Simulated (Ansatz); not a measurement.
Zincblende CaO, relaxed with r2SCAN: it is cubic, F-43m (No. 216); a = 5.213 Å in the conventional setting, 17.71 Å³ an atom. Ca has 4 O at 2.26 Å; O has 4 Ca at 2.26 Å. One-shot G0W0@PBE in Ansatz on a 6×6×6 mesh (contour deformation, no spin-orbit coupling), from a PBE gap of 3.334 eV over the mesh points (the G0W0 gap is indirect on the mesh); the number N of bands summed and the screening cutoff rise together. The calculation is spin-unpolarised, and the structure need not be a phase that has been made.

```csv
N,cutoff (eV),1000/N,G0W0 gap (eV)
88,100,11.364,4.574
202,180,4.950,4.791
```

Lay a straight line in 1000/N through these rows.
The slope is -0.0338 eV per unit of 1000/N and the intercept 4.958 eV.

Predict the gap at N = 384 (260 eV).
4.958 + (-0.0338) × 2.604 = 4.870 eV; the run gives 4.881 eV, +0.011 eV from the line.

With that run's result added, what limit do the last two rows suggest?
Their slope is (4.881 − 4.791)/(2.604 − 4.950) = -0.0384, which meets 1/N = 0 at 4.98 eV, against 4.958 eV from the first line. The slope steepens, so 1/N isn't yet asymptotic and the true limit probably lies higher still; the k mesh isn't extrapolated.
